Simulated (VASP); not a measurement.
# PbS (P-6m2) in VASP: a series of runs

Runs on PbS. Level: PBE. Tasks: single point.

All numbers are computed with VASP 6.6.1; they aren't measurements. Logs are shortened: lines on timing, memory, paths and dates and some standing lists are left out, and cuts for length are marked.

### 1 The crystal as given

The structure is hexagonal, space group P-6m2 (No. 187). The conventional cell has a = 4.090 Å, b = 4.090 Å, c = 3.788 Å, α = 90.00°, β = 90.00°, γ = 120.00°. Around Pb (site symmetry -6m2) lie 6 S at 3.03 Å. S (site symmetry -6m2) has 6 Pb at 3.03 Å as nearest neighbours.

Measurements of this composition are mostly on another form, of space group No. 225.

### 2 Single point, PBE

File INCAR:

```
SYSTEM = PbS
PREC = Normal
ENCUT = 500
EDIFF = 1E-6
ISMEAR = 0
SIGMA = 0.05
LREAL = .FALSE.
LASPH = .TRUE.
NELM = 100
ALGO = Normal
ISIF = 2
LWAVE = .FALSE.
LCHARG = .FALSE.
GGA = PE
NBANDS = 12
ADDGRID = .FALSE.
```

File KPOINTS:

```
Automatic mesh
0
G
  8 8 7
  0 0 0
```

File POSCAR:

```
PbS
1.0
    4.0896976867      0.0000000000      0.0000000000
   -2.0448488433      3.5417820905      0.0000000000
    0.0000000000      0.0000000000      3.7881670000
Pb S
1 1
Direct
    0.0000000000      0.0000000000      0.0000000000
    0.6666666667      0.3333333333      0.5000000000
```

Potentials or basis: VASP PAW PBE potentials, release 64 (Pb, S).

The run is started by

```console
> cat potpaw_PBE.64/Pb/POTCAR potpaw_PBE.64/S/POTCAR > POTCAR
> mpirun -np 1 vasp_std > vasp.out
```

OUTCAR:

```text
SYSTEM = PbS
   PREC = Normal
   ENCUT = 500
   EDIFF = 1E-6
   ISMEAR = 0
   LREAL = .FALSE.
   LASPH = .TRUE.
   NELM = 100
   ISIF = 2
   GGA = PE

 Found     40 irreducible k-points:

 Following reciprocal coordinates:
            Coordinates               Weight
  0.000000  0.000000  0.000000      1.000000
  0.125000  0.000000  0.000000      6.000000
  0.250000  0.000000  0.000000      6.000000
  0.375000  0.000000  0.000000      6.000000
  0.500000  0.000000  0.000000      3.000000
  0.125000  0.125000  0.000000      6.000000
   k-points           NKPTS =     40   k-points in BZ     NKDIM =     40   number of bands    NBANDS=     12
   number of dos      NEDOS =    301   number of ions     NIONS =      2
   total plane-waves  NPLWV =  13824
   dimension x,y,z NGX =    24 NGY =   24 NGZ =   24
   dimension x,y,z NGXF=    48 NGYF=   48 NGZF=   48
   ions per type =               1   1
   NGX,Y,Z   is equivalent  to a cutoff of   9.76,  9.76, 10.53 a.u.
   NGXF,Y,Z  is equivalent  to a cutoff of  19.51, 19.51, 21.07 a.u.
 SYSTEM =  PbS
   PREC   = normal    normal or accurate (medium, high low for compatibility)
   ISTART =      0    job   : 0-new  1-cont  2-samecut
   ICHARG =      2    charge: 1-file 2-atom 10-const
   ISPIN  =      1    spin polarized calculation?
   LNONCOLLINEAR =      F non collinear calculations
   LSORBIT =      F    spin-orbit coupling
   LASPH  =      T    aspherical Exc in radial PAW
   ENCUT  =  500.0 eV  36.75 Ry    6.06 a.u.   7.46  7.46  6.91*2*pi/ulx,y,z
   NELM   =    100;   NELMIN=  2; NELMDL= -5     # of ELM steps
   EDIFF  = 0.1E-05   stopping-criterion for ELM
   LREAL  =      F    real-space projection
   EDIFFG = 0.1E-04   stopping-criterion for IOM
   NSW    =      0    number of steps for IOM
   IBRION =     -1    ionic relax: 0-MD 1-quasi-New 2-CG
   NFREE  =      0    steps in history (QN), initial steepest desc. (CG)
   ISIF   =      2    stress and relaxation
   ISYM   =      2    0-nonsym 1-usesym 2-fastsym
   POTIM  = 0.5000    time-step for ionic-motion
   TEBEG  =    0.0;   TEEND  =   0.0 temperature during run
   PSTRESS=    0.0 pullay stress
   NELECT =      10.0000    total number of electrons
   NUPDOWN=      -1.0000    fix difference up-down
   EMIN   =  10.00;   EMAX   =-10.00  energy-range for DOS
   EFERMI =   0.00;   METHOD = LEGACY
   ISMEAR =     0;   SIGMA  =   0.05  broadening in eV -4-tet -1-fermi 0-gaus
   EFERMI_NEDOS =   21; number of points for ismear=-14 and -15
   IALGO  =     38    algorithm
   IMIX   =      4    mixing-type and parameters
     AMIX     =   0.40;   BMIX     =  1.00
     AMIX_MAG =   1.60;   BMIX_MAG =  1.00
  volume/ion in A,a.u.               =      27.44       185.14
  Fermi-wavevector in a.u.,A,eV,Ry     =   0.928170  1.753987 11.721408  0.861499
  Thomas-Fermi vector in A             =   2.054318
   LORBIT       =      0    0 simple, 1 ext, 2 COOP (PROOUT), +10 PAW based schemes
   GGA     = PE    functional components
   LHFCALC =     F    Hartree Fock is set to
   AEXX    =    0.0000 exact exchange contribution
   IVDW    =     0    specifies the selected vdW correction
   LEPSILON=     F    determine dielectric tensor
   LRPA    =     F    only Hartree local field effects (RPA)
 non-spin polarized calculation
 Gauss-broadening in eV      SIGMA  =   0.05
  energy-cutoff  :      500.00
  volume of cell :       54.87
 maximum number of plane-waves:      1424
   NGX = 15   NGY = 15   NGZ = 13

 number of electron      10.0000000 magnetization

 number of electron       9.9999994 magnetization

 Free energy of the ion-electron system (eV)
  ---------------------------------------------------
  ext. energy  EPLUGINS =         0.00000000
  ---------------------------------------------------
  free energy    TOTEN  =        -8.55661184 eV

  energy without entropy =       -8.55659270  energy(sigma->0) =       -8.55660227

 E-fermi :   3.9075     XC(G=0):  -9.3460

 val. band max:        3.8112326114   @ k =   0.3750   0.2500   0.0000
 cond. band min:       4.0116473549   @ k =   0.3750   0.2500   0.4286
 fundamental gap:      0.2004147435
 Fermi energy:         3.9075247101

 k-point     1 :       0.0000    0.0000    0.0000
  band No.  band energies     occupation
      1      -9.2474      2.00000
      2      -2.5633      2.00000
      3       1.7535      2.00000
      4       2.2254      2.00000
      5       2.2254      2.00000
      6       7.3542      0.00000
      7       7.3542      0.00000
      8       9.1637      0.00000
      9      10.3992      0.00000
     10      10.9401      0.00000
     11      14.8172      0.00000
     12      14.8172      0.00000

 k-point     2 :       0.1250    0.0000    0.0000
  band No.  band energies     occupation
      1      -9.1299      2.00000
      2      -2.8335      2.00000
      3       1.8709      2.00000
      4       2.0415      2.00000
      5       2.2502      2.00000
      6       6.7309      0.00000
      7       7.6739      0.00000
      8       9.4288      0.00000
      9       9.9363      0.00000
     10      12.0269      0.00000
     11      13.9777      0.00000
     12      14.5711      0.00000

 k-point     3 :       0.2500    0.0000    0.0000
  band No.  band energies     occupation
      1      -8.8078      2.00000
      2      -3.5033      2.00000
      3       1.6603      2.00000
      4       2.1830      2.00000
      5       2.2453      2.00000
      6       6.0214      0.00000
      7       8.3700      0.00000
      8       9.0035      0.00000
      9       9.8570      0.00000
     10      12.5706      0.00000
     11      14.3794      0.00000
     12      14.8900      0.00000

 k-point     4 :       0.3750    0.0000    0.0000
  band No.  band energies     occupation
      1      -8.4020      2.00000
      2      -4.2339      2.00000
      3       1.3390      2.00000
      4       2.1575      2.00000
      5       2.5510      2.00000
      6       5.8075      0.00000
      7       8.1724      0.00000
      8       8.9554      0.00000
      9       9.5919      0.00000
     10      13.3353      0.00000
     11      14.7268      0.00000
     12      14.7861      0.00000

 k-point     5 :       0.5000    0.0000    0.0000
  band No.  band energies     occupation
      1      -8.1922      2.00000
      2      -4.5729      2.00000
      3       1.2184      2.00000
      4       2.1018      2.00000
      5       2.7272      2.00000
      6       5.8207      0.00000
      7       7.8321      0.00000
      8       9.1580      0.00000
      9       9.2946      0.00000
     10      14.6606      0.00000
     11      14.8192      0.00000
     12      14.9661      0.00000

 k-point     6 :       0.1250    0.1250    0.0000
  band No.  band energies     occupation
      1      -8.9092      2.00000
      2      -3.2955      2.00000
      3       1.5814      2.00000
      4       2.0866      2.00000
      5       2.4513      2.00000
      6       6.2100      0.00000
      7       8.0602      0.00000
      8       9.2684      0.00000
      9       9.8046      0.00000
     10      12.7185      0.00000
     11      14.1206      0.00000
     12      14.3543      0.00000

 [... further k-points ...]

------------------------ aborting loop because EDIFF is reached ----------------------------------------

  FORCE on cell =-STRESS in cart. coord.  units (eV):
  Direction    XX          YY          ZZ          XY          YZ          ZX
  --------------------------------------------------------------------------------------
  -------------------------------------------------------------------------------------
  Total       -0.0955194     -0.0955194     -0.1476343     -0.0000000      0.0000000     -0.0000000
  in kB       -2.7890725     -2.7890725     -4.3107776     -0.0000000      0.0000000     -0.0000000
  external PRESSURE =      -3.2963075 kB  Pullay stress =       0.0000000 kB

 VOLUME and BASIS-vectors are now :
 -----------------------------------------------------------------------------
  energy-cutoff  :      500.00
  volume of cell :       54.87
      direct lattice vectors                 reciprocal lattice vectors
     4.089697687  0.000000000  0.000000000     0.244516851  0.141171870  0.000000000
    -2.044848843  3.541782090  0.000000000     0.000000000  0.282343740  0.000000000
     0.000000000  0.000000000  3.788167000     0.000000000  0.000000000  0.263979914

 POSITION                                       TOTAL-FORCE (eV/Angst)
 -----------------------------------------------------------------------------------
      0.00000      0.00000      0.00000        -0.000000      0.000000      0.000000
      2.04485      1.18059      1.89408         0.000000     -0.000000      0.000000
 -----------------------------------------------------------------------------------
    total drift:                               -0.000000      0.000000      0.000000

  FREE ENERGIE OF THE ION-ELECTRON SYSTEM (eV)
  ---------------------------------------------------
  free  energy   TOTEN  =        -8.5566118413 eV

  energy  without entropy=       -8.5565926990  energy(sigma->0) =       -8.55660227
```

Run time: 5.6 s. Hardware: 1 thread of Intel Xeon 6975P-C (Granite Rapids), shared host; peak memory 0.15 GiB.

The run converged, but some of its settings lie outside the range that counts as converged, so its numbers aren't taken as properties of the crystal.

Results:

| Property | Result |
| --- | --- |
| Free energy | -8.5566 eV |
| Pressure | -0.3 GPa |
| Band gap on the k mesh | 0.20 eV, indirect (least direct gap 1.65 eV) |

Caveat: spin-orbit coupling is left out, which as a rule narrows the gap of such compounds by several tenths of an eV; an odd mesh through Γ misses points on the zone boundary, where band edges often lie.

### 3 Single point, PBE

INCAR is that of step 2.

KPOINTS is that of step 2.

File POSCAR:

```
PbS
1.0
    4.0896976867      0.0000000000      0.0000000000
   -2.0448488433      3.5417820905      0.0000000000
    0.0000000000      0.0000000000      3.7881670000
Pb S
1 1
Direct
    0.0512430000     -0.0024510000     -0.0244300000
    0.6810560000      0.3414810000      0.4970830000
```

Potentials or basis: VASP PAW PBE potentials, release 64 (Pb, S).

The run is started by

```console
> cat potpaw_PBE.64/Pb/POTCAR potpaw_PBE.64/S/POTCAR > POTCAR
> mpirun -np 1 vasp_std > vasp.out
```

Wall time 22 s (1 thread of Intel Xeon 6975P-C (Granite Rapids), shared host); peak memory 0.25 GiB.

These settings aren't checked as converged: the numbers below hold their error.

What came out:

| Property | Result |
| --- | --- |
| Free energy | -8.5325 eV |
| Pressure | 0.1 GPa |
| Largest force | 0.315 eV/Å |
| Band gap on the k mesh | 0.03 eV, indirect (least direct gap 1.66 eV) |

Caveat: spin-orbit coupling is left out, which as a rule narrows the gap of such compounds by several tenths of an eV; an odd mesh through Γ misses points on the zone boundary, where band edges often lie.

(Continued in part 2 of 2.)
